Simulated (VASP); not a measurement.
# Sn in VASP: single point with PBE+D3(BJ)

Aim: the single point of Sn with PBE+D3(BJ).

Program: VASP 6.6.1. These are calculated values, not measurements. Logs are shortened: lines on timing, memory, paths and dates and some standing lists are left out, and cuts for length are marked.

## Step 1: The structure

The cell holds a molecule_in_box, 1 atom: a = 14.000 Å, b = 14.500 Å, c = 15.000 Å, α = 90.00°, β = 90.00°, γ = 90.00°.

## Step 2: Single point, PBE+D3(BJ), collinear spin, ferromagnetic start

INCAR reads:

```
PREC = Accurate ; ENCUT = 450
EDIFF = 1E-7 ; ISMEAR = 0
SIGMA = 0.005 ; LREAL = False
LASPH = True ; NELM = 200
ALGO = Normal ; ISIF = 2
LWAVE = False ; LCHARG = False
ISPIN = 2 ; MAGMOM = 2
LORBIT = 11 ; GGA = PE
IVDW = 12 ; AMIX = 0.2
BMIX = 1E-4 ; AMIX_MAG = 0.8
BMIX_MAG = 1E-4 ; ISYM = 0
```

KPOINTS reads:

```
Automatic mesh
0
Gamma
  1 1 1
```

POSCAR reads:

```
Sn
1.0
   14.0000000000      0.0000000000      0.0000000000
    0.0000000000     14.5000000000      0.0000000000
    0.0000000000      0.0000000000     15.0000000000
Sn
1
Direct
    0.5000000000      0.5000000000      0.5000000000
```

Potentials or basis: VASP PAW PBE potentials, release 64 (Sn_d).

Run with:

```console
$ cat potpaw_PBE.64/Sn_d/POTCAR > POTCAR
$ mpirun -np 2 vasp_gam > vasp.out
```

OUTCAR:

```text
PREC = Accurate
   ENCUT = 450
   EDIFF = 1E-7
   ISMEAR = 0
   LREAL = False
   LASPH = True
   NELM = 200
   ISIF = 2
   ISPIN = 2
   LORBIT = 11
   GGA = PE
   IVDW = 12
   AMIX = 0.2
   AMIX_MAG = 0.8
   ISYM = 0
 IVDW          = 12

 ion  position               nearest neighbor table
   1  0.500  0.500  0.500-

IMPORTANT INFORMATION: All symmetrisations will be switched off!
NOSYMM: (Re-)initialisation of all symmetry stuff for point group C_1.

----------------------------------------------------------------------------------------

                                     Primitive cell

  volume of cell :    3045.0000

  direct lattice vectors                    reciprocal lattice vectors
    14.000000000  0.000000000  0.000000000     0.071428571  0.000000000  0.000000000
     0.000000000 14.500000000  0.000000000     0.000000000  0.068965517  0.000000000
     0.000000000  0.000000000 15.000000000     0.000000000  0.000000000  0.066666667

  length of vectors
    14.000000000 14.500000000 15.000000000     0.071428571  0.068965517  0.066666667

  position of ions in fractional coordinates (direct lattice)
     0.500000000  0.500000000  0.500000000

  ion indices of the primitive-cell ions
   primitive index   ion index
                 1           1

----------------------------------------------------------------------------------------

 KPOINTS: Automatic mesh

Automatic generation of k-mesh.
 Grid dimensions read from file:
 generate k-points for:    1    1    1

 Generating k-lattice:

  Cartesian coordinates                     Fractional coordinates (reciprocal lattice)
     0.071428571  0.000000000  0.000000000     1.000000000  0.000000000  0.000000000
     0.000000000  0.068965517  0.000000000     0.000000000  1.000000000  0.000000000
     0.000000000  0.000000000  0.066666667     0.000000000  0.000000000  1.000000000

  Length of vectors
     0.071428571  0.068965517  0.066666667

  Shift w.r.t. Gamma in fractional coordinates (k-lattice)
     0.000000000  0.000000000  0.000000000

 Subroutine IBZKPT returns following result:
 ===========================================

 Found      1 irreducible k-points:

 Following reciprocal coordinates:
            Coordinates               Weight
  0.000000  0.000000  0.000000      1.000000
   k-points           NKPTS =      1   k-points in BZ     NKDIM =      1   number of bands    NBANDS=     12
   number of dos      NEDOS =    301   number of ions     NIONS =      1
   total plane-waves  NPLWV = ******
   dimension x,y,z NGX =    98 NGY =  100 NGZ =  108
   dimension x,y,z NGXF=   196 NGYF=  200 NGZF=  216
   ions per type =               1
   NGX,Y,Z   is equivalent  to a cutoff of  11.64, 11.47, 11.97 a.u.
   NGXF,Y,Z  is equivalent  to a cutoff of  23.27, 22.93, 23.94 a.u.
 SYSTEM =  unknown system
   PREC   = accura    normal or accurate (medium, high low for compatibility)
   ISTART =      0    job   : 0-new  1-cont  2-samecut
   ICHARG =      2    charge: 1-file 2-atom 10-const
   ISPIN  =      2    spin polarized calculation?
   LNONCOLLINEAR =      F non collinear calculations
   LSORBIT =      F    spin-orbit coupling
   LASPH  =      T    aspherical Exc in radial PAW
   ENCUT  =  450.0 eV  33.07 Ry    5.75 a.u.  24.22 25.08 25.95*2*pi/ulx,y,z
   NELM   =    200;   NELMIN=  2; NELMDL= -5     # of ELM steps
   EDIFF  = 0.1E-06   stopping-criterion for ELM
   LREAL  =      F    real-space projection
   EDIFFG = 0.1E-05   stopping-criterion for IOM
   NSW    =      0    number of steps for IOM
   IBRION =     -1    ionic relax: 0-MD 1-quasi-New 2-CG
   NFREE  =      0    steps in history (QN), initial steepest desc. (CG)
   ISIF   =      2    stress and relaxation
   ISYM   =      0    0-nonsym 1-usesym 2-fastsym
   POTIM  = 0.5000    time-step for ionic-motion
   TEBEG  =    0.0;   TEEND  =   0.0 temperature during run
   PSTRESS=    0.0 pullay stress
   NELECT =      14.0000    total number of electrons
   NUPDOWN=      -1.0000    fix difference up-down
   EMIN   =  10.00;   EMAX   =-10.00  energy-range for DOS
   EFERMI =   0.00;   METHOD = LEGACY
   ISMEAR =     0;   SIGMA  =   0.01  broadening in eV -4-tet -1-fermi 0-gaus
   EFERMI_NEDOS =   21; number of points for ismear=-14 and -15
   IALGO  =     38    algorithm
   IMIX   =      4    mixing-type and parameters
     AMIX     =   0.20;   BMIX     =  0.00
     AMIX_MAG =   0.80;   BMIX_MAG =  0.00
  volume/ion in A,a.u.               =    3045.00     20548.67
  Fermi-wavevector in a.u.,A,eV,Ry     =   0.272221  0.514423  1.008250  0.074104
  Thomas-Fermi vector in A             =   1.112538
   LORBIT       =     11    0 simple, 1 ext, 2 COOP (PROOUT), +10 PAW based schemes
   GGA     = PE    functional components
   LHFCALC =     F    Hartree Fock is set to
   AEXX    =    0.0000 exact exchange contribution
   IVDW    =    12    specifies the selected vdW correction
   LEPSILON=     F    determine dielectric tensor
   LRPA    =     F    only Hartree local field effects (RPA)
 spin polarized calculation
 Gauss-broadening in eV      SIGMA  =   0.01
  energy-cutoff  :      450.00
  volume of cell :     3045.00
 maximum number of plane-waves:     33027
 NGX is ok and might be reduce to    98
   NGX = 49   NGY = 51   NGZ = 51

 number of electron      14.0000000 magnetization       2.0000000

 Free energy of the ion-electron system (eV)
  ---------------------------------------------------
  ext. energy  EPLUGINS =         0.00000000
  ---------------------------------------------------
  free energy    TOTEN  =        -0.66440417 eV

  energy without entropy =       -0.66054765  energy(sigma->0) =       -0.66247591

 E-fermi :  -4.0369     XC(G=0):  -0.3599

 val. band max:       -4.0384089302   @ k =   0.0000   0.0000   0.0000
 cond. band min:      -2.7439138946   @ k =   0.0000   0.0000   0.0000
 fundamental gap:      1.2944950357
 Fermi energy:        -4.0369073600

 spin component 1

 k-point     1 :       0.0000    0.0000    0.0000
  band No.  band energies     occupation
      1     -25.6356      1.00000
      2     -25.6356      1.00000
      3     -25.6351      1.00000
      4     -25.6349      1.00000
      5     -25.6348      1.00000
      6     -10.8512      1.00000
      7      -4.0385      0.66883
      8      -4.0384      0.66670
      9      -4.0384      0.66448
     10      -0.5289      0.00000
     11       0.3822      0.00000
     12       0.3930      0.00000
 Fermi energy:        -4.0369073600

 spin component 2

 k-point     1 :       0.0000    0.0000    0.0000
  band No.  band energies     occupation
      1     -25.4685      1.00000
      2     -25.4685      1.00000
      3     -25.4679      1.00000
      4     -25.4676      1.00000
      5     -25.4675      1.00000
      6      -9.6597      1.00000
      7      -2.7439      0.00000
      8      -2.7432      0.00000
      9      -2.7418      0.00000
     10       0.0131      0.00000
     11       0.6744      0.00000
     12       0.7603      0.00000

------------------------ aborting loop because EDIFF is reached ----------------------------------------

 Edisp (eV)   -0.00019

 E8    (eV) :    -0.0000

  FORCE on cell =-STRESS in cart. coord.  units (eV):
  Direction    XX          YY          ZZ          XY          YZ          ZX
  --------------------------------------------------------------------------------------
  -------------------------------------------------------------------------------------
  Total       0.01989    -0.00643    -0.01858    -0.00062    -0.00170    -0.00374
  in kB       0.01046    -0.00338    -0.00978    -0.00033    -0.00090    -0.00197
  external pressure =       -0.00 kB  Pullay stress =        0.00 kB

 VOLUME and BASIS-vectors are now :
 -----------------------------------------------------------------------------
  energy-cutoff  :      450.00
  volume of cell :     3045.00
      direct lattice vectors                 reciprocal lattice vectors
    14.000000000  0.000000000  0.000000000     0.071428571  0.000000000  0.000000000
     0.000000000 14.500000000  0.000000000     0.000000000  0.068965517  0.000000000
     0.000000000  0.000000000 15.000000000     0.000000000  0.000000000  0.066666667

 POSITION                                       TOTAL-FORCE (eV/Angst)
 -----------------------------------------------------------------------------------
      7.00000      7.25000      7.50000        -0.000000     -0.000000      0.000000
 -----------------------------------------------------------------------------------
    total drift:                               -0.000000     -0.000000      0.000000

  FREE ENERGIE OF THE ION-ELECTRON SYSTEM (eV)
  ---------------------------------------------------
  free  energy   TOTEN  =        -0.6645917737 eV

  energy  without entropy=       -0.6607352617  energy(sigma->0) =       -0.66266352

 total charge

# of ion       s       p       d       tot
------------------------------------------
    1        1.342   0.763   9.919  12.023

 magnetization (x)

# of ion       s       p       d       tot
------------------------------------------
    1       -0.004   0.763  -0.001   0.757
```

stdout:

```text
POSCAR found type information on POSCAR Sn
 POSCAR found :  1 types and       1 ions
 scaLAPACK will be used
 LDA part: xc-table for (Slater+PW92), standard interpolation
 POSCAR, INCAR and KPOINTS ok, starting setup
 FFT: planning ... GRIDC
 FFT: planning ... GRID_SOFT
 FFT: planning ... GRID
 WAVECAR not read
 entering main loop
```

It took 2.8 min on 2 MPI ranks of Intel Xeon Platinum 8488C (Sapphire Rapids), shared host; peak memory 1.3 GiB.

What came out:

```
Free energy                                           : -0.6646 eV
Gap between the frontier levels                       : 1.29 eV
Net moment                                            : 2.00 μB per cell
Site moments                                          : Sn +0.76 μB
Valence electrons inside the program's atomic spheres : Sn 12.02
Dispersion energy per atom                            : 0.000 eV
```

Levels at points of the mesh, in eV from the valence-band top:
Spin up:
```csv
k point,band 7,band 8,band 9,band 10,band 11,band 12
"(0.00, 0.00, 0.00)",0.00,0.00,0.00,3.51,4.42,4.43
```
Spin down:
| k point | band 3 | band 4 | band 5 | band 6 | band 7 | band 8 | band 9 | band 10 |
| --- | --- | --- | --- | --- | --- | --- | --- | --- |
| (0.00, 0.00, 0.00) | -21.43 | -21.43 | -21.43 | -5.62 | 1.29 | 1.30 | 1.30 | 4.05 |

Caveat: spin-orbit coupling is left out, which moves the levels of the heavy elements.
